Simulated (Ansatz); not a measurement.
# Calculated records

```
From LDA to G0W0: Cd4Te3S (quasi-random alloy, started on the CdTe lattice) (Cm)
1.0
    -6.24445    6.22893   -6.24445
     6.24482    6.22965    6.24482
     6.24151   -6.22929   -6.24187
Cd S Te
16 4 12
Direct
  0.00441 0.02386 0.99925
  0.23224 0.47995 0.23476
  0.49731 0.99484 0.50000
  0.77644 0.50372 0.75528
  0.76947 0.25391 0.02398
  0.00018 0.75239 0.24928
  0.25146 0.24915 0.50000
  0.49748 0.74519 0.76524
  0.50517 0.52461 0.00075
  0.72751 0.99774 0.23048
  0.97879 0.47453 0.50000
  0.25091 0.00311 0.75072
  0.24549 0.72993 0.97602
  0.52116 0.24843 0.24472
  0.74605 0.75263 0.50000
  0.99703 0.26726 0.76952
  0.99539 0.25390 0.99968
  0.49572 0.75423 0.00032
  0.75462 0.24657 0.25066
  0.00396 0.49591 0.74934
  0.24737 0.74097 0.23739
  0.50988 0.25444 0.50000
  0.75333 0.75237 0.75712
  0.74955 0.49448 0.99790
  0.99024 0.00250 0.24306
  0.24169 0.49908 0.50000
  0.50999 0.00358 0.76261
  0.99678 0.73939 0.50000
  0.24718 0.25945 0.75694
  0.25165 0.99658 0.00210
  0.49621 0.49525 0.24288
  0.75533 0.01005 0.50000
# method: G0W0 on LDA, plane waves, PAW; PAW set soft_1 (and 1 further level or step)
# program: Ansatz 0.2.0
# settings of one run: cutoff 420 eV, 2×2×2 k-mesh, PAW set soft 1, empty bands 2372, screening cutoff 105 eV, screening contour deformation, QP bands (v4, c4), pair correlation miss 0.118
# cost: 2 runs, 12 min in all on 1 × NVIDIA H100 80GB HBM3 (shared by 6 runs) with 3 threads of AMD EPYC 7R13 (Zen 3), shared host (the runs of this entry)
# notes: The structure was built from a prototype and need not be the compound’s stable phase. The program’s warnings: device shed and subspace factor gpu capped. The structure was relaxed with LDA. Limits: mesh may overstate the screening; no spin-orbit coupling. The largest eigenvalue of the RPA ε∞ is large: 37 in G0W0@LDA (2×2×2, 2640 bands). A coarse mesh can overstate it where a direct gap is narrow; the runs shown don’t test that.
# LDA gap over mesh and path: 0.471 eV, in a supercell, where edges may be folded
# G0W0@LDA gap over all 6 irreducible mesh points: 1.143 eV, in a supercell, where edges may be folded
# GW settings: 2×2×2 mesh, 2372 empty bands, screening to 105 eV, PAW set soft_1 files
# known limits: finite bands, screening cutoff and k mesh; no spin-orbit coupling in G0W0; d shells not analysed; large ε∞ on the G0W0 mesh
```

[Paths, hosts, dates, memory and timing lines, banners, echoed tables and standing remarks are left out of the program output.]

[Logs are printed without paths, hosts, clocks, repeated set-up lines and the standing remarks that a program may print on its own settings, such as how far it seeks lower states.]

[Runs of the session that timed out or met a known fault of the program may be left out.]

[Cells called generated may have been cut or substituted from an entry of the Crystallography Open Database or the Materials Project.]

[Hosts, paths, dates, database ids (printed as entryN), source tags and the programs' standing remarks are cut or masked in the printed files.]
